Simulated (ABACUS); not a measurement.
# Ga (I4/mmm) in ABACUS: further runs

Runs on Ga. Level: PBE. Tasks: equation of state.

All numbers are computed with ABACUS 3.10.1; they aren't measurements. Logs are shortened: lines on timing, memory, paths and dates and some standing lists are left out, and cuts for length are marked.

## 1. Starting point

Symmetry: I4/mmm, No. 139, tetragonal system. The conventional cell has a = 2.769 Å, b = 2.769 Å, c = 4.622 Å, α = 90.00°, β = 90.00°, γ = 90.00°. Around Ga (site symmetry 4/mmm) lie 12 Ga at 2.77 to 3.03 Å.

This isn't the form of Ga at room conditions, which is orthorhombic.

## 2. Equation of state, PBE, 16.66 Å³/atom (volume scaled by 0.94)

File INPUT:

```
INPUT_PARAMETERS
suffix              Ga
calculation         scf
basis_type          lcao
pseudo_dir          ./
orbital_dir         ./
symmetry            1
dft_functional      pbe
ecutwfc             100
pseudo_rcut         10
nspin               1
nbands              11
ks_solver           genelpa
smearing_method     fd
smearing_sigma      0.00367493
scf_thr             1e-07
scf_nmax            100
mixing_type         broyden
mixing_beta         0.7
cal_force           1
cal_stress          1
out_mul             1
```

File STRU:

```
ATOMIC_SPECIES
Ga 69.7230 Ga.upf

NUMERICAL_ORBITAL
Ga_confined-atom_8au_3s3p3d1f.orb

LATTICE_CONSTANT
1.8897261246

LATTICE_VECTORS
-1.3561377546 1.3561377546 2.2640427644
1.3561377546 -1.3561377546 2.2640427644
1.3561377546 1.3561377546 -2.2640427644

ATOMIC_POSITIONS
Direct

Ga
0.0
1
0.0000000000 0.0000000000 0.0000000000 1 1 1
```

File KPT:

```
K_POINTS
0
Gamma
13 13 13 0 0 0
```

Potentials or basis: PseudoDojo NC SR 0.4.1 PBE standard, TZDP LCAO (the cutoffs set its grid).

Launch:

```bash
$ OMP_NUM_THREADS=1 mpirun -np 4 abacus > log
```

running log:

```text
ABACUS v3.10.1

               Atomic-orbital Based Ab-initio Computation at UStc

 ------------------------------------------------------------------------------------

 READING GENERAL INFORMATION
                           global_out_dir = OUT.Ga/
                           global_in_card = INPUT
                               pseudo_dir = ./
                              orbital_dir = ./
                                    DSIZE = 4
                                    GSIZE = 1

 READING UNITCELL INFORMATION
                                    ntype = 1
                  lattice constant (Bohr) = 1.88973
              lattice constant (Angstrom) = 1

 READING ATOM TYPE 1
                               atom label = Ga
                      L=0, number of zeta = 3
                      L=1, number of zeta = 3
                      L=2, number of zeta = 3
                      L=3, number of zeta = 1
             number of atom for this type = 1

                        TOTAL ATOM NUMBER = 1
DIRECT COORDINATES
    atom                   x                   y                   z     mag                  vx                  vy                  vz
taud_Ga1            0.0000000000        0.0000000000        0.0000000000  0.0000        0.0000000000        0.0000000000        0.0000000000

                          Volume (Bohr^3) = 112.395
                             Volume (A^3) = 16.6553

 Lattice vectors: (Cartesian coordinate: in unit of a_0)
             -1.35614            +1.35614            +2.26404
             +1.35614            -1.35614            +2.26404
             +1.35614            +1.35614            -2.26404
 Reciprocal vectors: (Cartesian coordinate: in unit of 2 pi/a_0)
                   +0           +0.368694           +0.220844
            +0.368694                  +0           +0.220844
            +0.368694           +0.368694                  +0
 The esolver type has been set to : ksdft_lcao

                PAO radial cut off (Bohr) = 10

 Read in pseudopotential file is Ga.upf
                     pseudopotential type = NC
          exchange-correlation functional = PBE
                 nonlocal core correction = 1
                        valence electrons = 13
                                     lmax = 2
                           number of zeta = 3
                     number of projectors = 6
                           L of projector = 0
                           L of projector = 0
                           L of projector = 1
                           L of projector = 1
                           L of projector = 2
                           L of projector = 2
     initial pseudo atomic orbital number = 9

 SETUP THE ELECTRONS NUMBER
            electron number of element Ga = 13
      total electron number of element Ga = 13
            AUTOSET number of electrons:  = 13
                           occupied bands = 7
                                   NLOCAL = 34
                                   NBANDS = 11
                                   NBANDS = 11
                                   NLOCAL = 34

%%%%%%%%%%%%%%%%%%%%%%%%%%%%%%%%%%%%%%%%%%%%%%%%%%%%%%%%%%%%%%%%%%%%%%%%%%%%%%%%%%%%%%%%%%%%%%%%%%%%%%%%%%
 Warning: the number of valence electrons in pseudopotential > 3 for Ga: [Ar] 3d10 4s2 4p1
 Pseudopotentials with additional electrons can yield (more) accurate outcomes, but may be less efficient.
 If you're confident that your chosen pseudopotential is appropriate, you can safely ignore this warning.
%%%%%%%%%%%%%%%%%%%%%%%%%%%%%%%%%%%%%%%%%%%%%%%%%%%%%%%%%%%%%%%%%%%%%%%%%%%%%%%%%%%%%%%%%%%%%%%%%%%%%%%%%%

 SETUP THE PLANE WAVE BASIS
 energy cutoff for charge/potential (unit:Ry) = 400
            fft grid for charge/potential = [ 36, 36, 36 ]
                        fft grid division = [ 3, 3, 3 ]
        big fft grid for charge/potential = [ 12, 12, 12 ]
                                     nbxx = 432
                                     nrxx = 11664

 SETUP PLANE WAVES FOR CHARGE/POTENTIAL
                    number of plane waves = 15239
                         number of sticks = 985

 PARALLEL PW FOR CHARGE/POTENTIAL
     PROC   COLUMNS(POT)             PW
        1            246           3810
        2            247           3810
        3            246           3809
        4            246           3810
 --------------- sum -------------------
        4            985          15239
[... 49 lines left out ...]
                                    ibrav = 6
                       right hand lattice = 1
(for k-lattice: )
                             BRAVAIS TYPE = 6
                     BRAVAIS LATTICE NAME = 06. Tetrogonal I (body-centered)
                                    ibrav = 6
                       right hand lattice = 1
                        ROTATION MATRICES = 16
                               nkstot_ibz = 196
K-POINTS REDUCTION ACCORDING TO SYMMETRY
     IBZ    DIRECT_X    DIRECT_Y    DIRECT_Z  WEIGHT  ibz2bz
       1  0.00000000  0.00000000  0.00000000  0.0005       0
       2 -0.07692308  0.00000000  0.07692308  0.0036       1
       3 -0.15384615  0.00000000  0.15384615  0.0036       2
       4 -0.23076923  0.00000000  0.23076923  0.0036       3
       5 -0.30769231  0.00000000  0.30769231  0.0036       4
       6 -0.38461538  0.00000000  0.38461538  0.0036       5
[... 22 lines left out ...]
      29 -0.15384615  0.15384615  0.00000000  0.0018      37
      30 -0.23076923 -0.23076923  0.46153846  0.0036      42
[... 166 further k points ...]

                               nkstot now = 196
[... K-POINTS DIRECT COORDINATES: 196 rows ...]

           k-point number in this process = 196
       minimum distributed K point number = 196
[... stars of the k points ...]

[... K-POINTS CARTESIAN COORDINATES: 196 rows ...]

[... K-POINTS DIRECT COORDINATES: 196 rows ...]

 SETUP PLANE WAVES FOR WAVE FUNCTIONS
     energy cutoff for wavefunc (unit:Ry) = 100
              fft grid for wave functions = [ 36, 36, 36 ]
                    number of plane waves = 3103
                         number of sticks = 339

 PARALLEL PW FOR WAVE FUNCTIONS
     PROC   COLUMNS(POT)             PW
        1             84            775
        2             85            776
        3             85            776
        4             85            776
 --------------- sum -------------------
        4            339           3103

 SET NONLOCAL PSEUDOPOTENTIAL PROJECTORS
 max number of nonlocal projetors among all species is 6

 -------------------------------------------
 SELF-CONSISTENT
 -------------------------------------------

 SETUP SEARCHING RADIUS FOR PROGRAM TO SEARCH ADJACENT ATOMS
                  longest orb rcut (Bohr) = 8
   longest nonlocal projector rcut (Bohr) = 1.94
                     search radius (Bohr) = 19.9
              searching radius is (Bohr)) = 19.9
         searching radius unit is (Bohr)) = 1.89
                         PeriodicBoundary = 1
                        Radius(unit:lat0) = 10.5
                                   glayer = [ 6, 6, 7 ]
                             glayer_minus = [ 5, 5, 6 ]

Find the coordinate range of the input atom(unit:lat0).
                                  min_tau = [ -21.7, -21.7, -36.2 ]
                                  max_tau = [ 21.7, 21.7, 36.2 ]
                                BoxNumber = [ 11, 11, 13 ]

 SETUP EXTENDED REAL SPACE GRID FOR GRID INTEGRATION
                          real space grid = [ 36, 36, 36 ]
                 big cell numbers in grid = [ 12, 12, 12 ]
             meshcell numbers in big cell = [ 3, 3, 3 ]
                        extended fft grid = [ 22, 22, 27 ]
                dimension of extened grid = [ 57, 57, 67 ]
                            UnitCellTotal = 175
              Atom number in sub-FFT-grid = 1
    Local orbitals number in sub-FFT-grid = 34
                                ParaV.nnr = 58089
                                 init_chg = atomic

 LCAO ALGORITHM --------------- ION=   1  ELEC=   1--------------------------------

 Density error is 0.0221527053958
----------------------------------------------------------
     Energy           Rydberg                 eV
----------------------------------------------------------
 E_KohnSham     -152.9374659944      -2080.8209752048
 E_Harris       -153.7727472155      -2092.1855592450
 E_Fermi        0.9475892827         12.8926136080
----------------------------------------------------------
[... 58 lines left out ...]
 Density error is 6.14635561778e-08
----------------------------------------------------------
     Energy           Rydberg                 eV
----------------------------------------------------------
 E_KohnSham     -152.9389692188      -2080.8414276227
 E_KS(sigma->0) -152.9388670414      -2080.8400374271
 E_Harris       -152.9389685875      -2080.8414190336
 E_band         0.1740319465         2.3678261071
 E_one_elec     -47.1625839012       -641.6798734590
 E_Hartree      37.1766506692        505.8142816565
 E_xc           -41.9031661792       -570.1218242777
 E_Ewald        -101.0496654528      -1374.8512311513
 E_entropy(-TS) -0.0002043549        -0.0027803911
 E_descf        0.0000000000         0.0000000000
 E_exx          0.0000000000         0.0000000000
 E_Fermi        0.9389205335         12.7746692250
----------------------------------------------------------

 charge density convergence is achieved
 final etot is -2080.8414276 eV
 EFERMI = 12.774669225 eV

 STATE ENERGY(eV) AND OCCUPATIONS    NSPIN == 1
 1/196 kpoint (Cartesian) = 0.0000 0.0000 0.0000 (480 pws)
       1       -2.41888    0.000910332
       2       -2.21590    0.000910332
       3       -2.18019    0.000910332
       4       -2.18019    0.000910332
       5       -2.00550    0.000910332
       6       0.757841    0.000910332
       7        26.3122        0.00000
       8        26.5688        0.00000
       9        26.5688        0.00000
      10        29.5720        0.00000
      11        30.5122        0.00000
[... 53 lines left out ...]
 6/196 kpoint (Cartesian) = 0.14181 0.0000 -0.084940 (482 pws)
       1       -2.37469     0.00728266
       2       -2.33834     0.00728266
       3       -2.16067     0.00728266
       4       -2.00786     0.00728266
       5       -1.97494     0.00728266
       6        5.07096     0.00728266
       7        11.7791     0.00728266
       8        21.5546    3.99014e-79
       9        25.3865        0.00000
      10        25.9254        0.00000
      11        30.1083        0.00000

[... levels at 190 further k points ...]

 correction force for each atom along direction 1 is 7.93774e-16
 correction force for each atom along direction 2 is 1.93819e-14
 correction force for each atom along direction 3 is -2.21765e-14
------------------------------------------------------------------------------------------
 TOTAL-FORCE (eV/Angstrom)
------------------------------------------------------------------------------------------
                       Ga1         0.0000000000         0.0000000000         0.0000000000
------------------------------------------------------------------------------------------

----------------------------------------------------------------
 TOTAL-STRESS (KBAR)
----------------------------------------------------------------
        93.7353125362        -0.0000000000         0.0000000000
        -0.0000000000        93.7353125362         0.0000000000
         0.0000000000         0.0000000000        77.6001528319
----------------------------------------------------------------
 TOTAL-PRESSURE: 88.356926 KBAR

 --------------------------------------------
 !FINAL_ETOT_IS -2080.8414276226690163 eV
 --------------------------------------------
```

Wall time 9.6 s (4 MPI ranks of AMD EPYC 7B13 (Zen 3), shared host); peak memory 0.44 GiB.

What came out:

```
Free energy            : -2080.8414 eV
Pressure               : 8.8 GPa
Band gap on the k mesh : none (metal or under the smearing width)
```

Caveat: the atomic orbitals were generated for these runs and aren't a published set; the basis of atomic orbitals isn't converged, which shifts pressures, moduli and gaps.

## 3. Equation of state, PBE, 17.01 Å³/atom (volume scaled by 0.96)

INPUT is that of step 2.

File STRU:

```
ATOMIC_SPECIES
Ga 69.7230 Ga.upf

NUMERICAL_ORBITAL
Ga_confined-atom_8au_3s3p3d1f.orb

LATTICE_CONSTANT
1.8897261246

LATTICE_VECTORS
-1.3656883352 1.3656883352 2.2799872528
1.3656883352 -1.3656883352 2.2799872528
1.3656883352 1.3656883352 -2.2799872528

ATOMIC_POSITIONS
Direct

Ga
0.0
1
0.0000000000 0.0000000000 0.0000000000 1 1 1
```

KPT is that of step 2.

Potentials or basis: PseudoDojo NC SR 0.4.1 PBE standard, TZDP LCAO (the cutoffs set its grid).

Launch:

```bash
$ OMP_NUM_THREADS=1 mpirun -np 4 abacus > log
```

It took 9 s on 4 MPI ranks of AMD EPYC 7B13 (Zen 3), shared host; peak memory 0.44 GiB.

It converged, with:

| Item | Value |
| --- | --- |
| Free energy | -2080.8589 eV |
| Pressure | 7.0 GPa |
| Band gap on the k mesh | none (metal or under the smearing width) |

Caveat: the atomic orbitals were generated for these runs and aren't a published set; the basis of atomic orbitals isn't converged, which shifts pressures, moduli and gaps.

## 4. Equation of state, PBE, 17.36 Å³/atom (volume scaled by 0.98)

INPUT is that of step 3.

File STRU:

```
ATOMIC_SPECIES
Ga 69.7230 Ga.upf

NUMERICAL_ORBITAL
Ga_confined-atom_8au_3s3p3d1f.orb

LATTICE_CONSTANT
1.8897261246

LATTICE_VECTORS
-1.3751071731 1.3751071731 2.2957117997
1.3751071731 -1.3751071731 2.2957117997
1.3751071731 1.3751071731 -2.2957117997

ATOMIC_POSITIONS
Direct

Ga
0.0
1
0.0000000000 0.0000000000 0.0000000000 1 1 1
```

KPT is that of step 3.

Launch:

```bash
$ OMP_NUM_THREADS=1 mpirun -np 4 abacus > log
```

It took 11 s on 4 MPI ranks of AMD EPYC 7B13 (Zen 3), shared host; peak memory 0.48 GiB.

The run converged. Its results:

```yaml
Free_energy: -2080.8724 eV
Pressure: 5.3 GPa
Band_gap_on_the_k_mesh: none (metal or under the smearing width)
```

Caveat: the atomic orbitals were generated for these runs and aren't a published set; the basis of atomic orbitals isn't converged, which shifts pressures, moduli and gaps.

## 5. Equation of state, PBE, 17.72 Å³/atom

INPUT is that of step 4.

File STRU:

```
ATOMIC_SPECIES
Ga 69.7230 Ga.upf

NUMERICAL_ORBITAL
Ga_confined-atom_8au_3s3p3d1f.orb

LATTICE_CONSTANT
1.8897261246

LATTICE_VECTORS
-1.3843987196 1.3843987196 2.3112238365
1.3843987196 -1.3843987196 2.3112238365
1.3843987196 1.3843987196 -2.3112238365

ATOMIC_POSITIONS
Direct

Ga
0.0
1
0.0000000000 0.0000000000 0.0000000000 1 1 1
```

KPT is that of step 4.

Launch:

```bash
$ OMP_NUM_THREADS=1 mpirun -np 4 abacus > log
```

Run time: 11 s. Hardware: 4 MPI ranks of AMD EPYC 7B13 (Zen 3), shared host; peak memory 0.48 GiB.

It converged, with:

```
Free energy            : -2080.8824 eV
Pressure               : 3.8 GPa
Band gap on the k mesh : none (metal or under the smearing width)
```

Caveat: the atomic orbitals were generated for these runs and aren't a published set; the basis of atomic orbitals isn't converged, which shifts pressures, moduli and gaps.

## 6. Equation of state, PBE, 18.07 Å³/atom (volume scaled by 1.02)

INPUT is that of step 5.

File STRU:

```
ATOMIC_SPECIES
Ga 69.7230 Ga.upf

NUMERICAL_ORBITAL
Ga_confined-atom_8au_3s3p3d1f.orb

LATTICE_CONSTANT
1.8897261246

LATTICE_VECTORS
-1.3935671902 1.3935671902 2.3265304007
1.3935671902 -1.3935671902 2.3265304007
1.3935671902 1.3935671902 -2.3265304007

ATOMIC_POSITIONS
Direct

Ga
0.0
1
0.0000000000 0.0000000000 0.0000000000 1 1 1
```

KPT is that of step 5.

Potentials or basis: PseudoDojo NC SR 0.4.1 PBE standard, TZDP LCAO (the cutoffs set its grid).

Launch:

```bash
$ OMP_NUM_THREADS=1 mpirun -np 4 abacus > log
```

Run time: 11 s. Hardware: 4 MPI ranks of AMD EPYC 7B13 (Zen 3), shared host; peak memory 0.48 GiB.

It converged, with:

| Property | Result |
| --- | --- |
| Free energy | -2080.8894 eV |
| Pressure | 2.5 GPa |
| Band gap on the k mesh | none (metal or under the smearing width) |

Caveat: the atomic orbitals were generated for these runs and aren't a published set; the basis of atomic orbitals isn't converged, which shifts pressures, moduli and gaps.

## 7. Equation of state, PBE, 18.43 Å³/atom (volume scaled by 1.04)

INPUT is that of step 6.

File STRU:

```
ATOMIC_SPECIES
Ga 69.7230 Ga.upf

NUMERICAL_ORBITAL
Ga_confined-atom_8au_3s3p3d1f.orb

LATTICE_CONSTANT
1.8897261246

LATTICE_VECTORS
-1.4026165814 1.4026165814 2.3416381643
1.4026165814 -1.4026165814 2.3416381643
1.4026165814 1.4026165814 -2.3416381643

ATOMIC_POSITIONS
Direct

Ga
0.0
1
0.0000000000 0.0000000000 0.0000000000 1 1 1
```

KPT is that of step 6.

Launch:

```bash
$ OMP_NUM_THREADS=1 mpirun -np 4 abacus > log
```

Wall time 11 s (4 MPI ranks of AMD EPYC 7B13 (Zen 3), shared host); peak memory 0.48 GiB.

It converged, with:

| Quantity | Value |
| --- | --- |
| Free energy | -2080.8936 eV |
| Pressure | 1.4 GPa |
| Band gap on the k mesh | none (metal or under the smearing width) |

Caveat: the atomic orbitals were generated for these runs and aren't a published set; the basis of atomic orbitals isn't converged, which shifts pressures, moduli and gaps.

## 8. Equation of state, PBE, 18.78 Å³/atom (volume scaled by 1.06)

INPUT is that of step 7.

File STRU:

```
ATOMIC_SPECIES
Ga 69.7230 Ga.upf

NUMERICAL_ORBITAL
Ga_confined-atom_8au_3s3p3d1f.orb

LATTICE_CONSTANT
1.8897261246

LATTICE_VECTORS
-1.4115506858 1.4115506858 2.3565534592
1.4115506858 -1.4115506858 2.3565534592
1.4115506858 1.4115506858 -2.3565534592

ATOMIC_POSITIONS
Direct

Ga
0.0
1
0.0000000000 0.0000000000 0.0000000000 1 1 1
```

KPT is that of step 7.

Launch:

```bash
$ OMP_NUM_THREADS=1 mpirun -np 4 abacus > log
```

Run time: 11 s. Hardware: 4 MPI ranks of AMD EPYC 7B13 (Zen 3), shared host; peak memory 0.48 GiB.

The run converged. Its results:

| Quantity | Value |
| --- | --- |
| Free energy | -2080.8955 eV |
| Pressure | 0.4 GPa |
| Band gap on the k mesh | none (metal or under the smearing width) |

Caveat: the atomic orbitals were generated for these runs and aren't a published set; the basis of atomic orbitals isn't converged, which shifts pressures, moduli and gaps.

## 9. Equation of state, PBE

Potentials or basis: PseudoDojo NC SR 0.4.1 PBE standard, TZDP LCAO (the cutoffs set its grid).

This step only gathers the single runs of the series.

Results:

```yaml
Equilibrium_volume: "18.92 Å³/atom (rough: see the caveat)"
Bulk_modulus_at_fixed_shape_and_positions: 48 GPa (rough)
```

Energy against volume, from the lowest point:
```
volume (Å³/atom)  energy (meV/atom)
          16.655              54.11
          17.010              36.68
          17.364              23.17
          17.718              13.13
          18.073               6.14
          18.427               1.97
          18.781               0.00
```

Caveat: the atomic orbitals were generated for these runs and aren't a published set; the minimum lies outside the volumes run; the cell was scaled at fixed shape and fractional positions, which overstates the stiffness of a crystal with free parameters, most of all of layers and chains; the basis of atomic orbitals isn't converged, which shifts pressures, moduli and gaps.
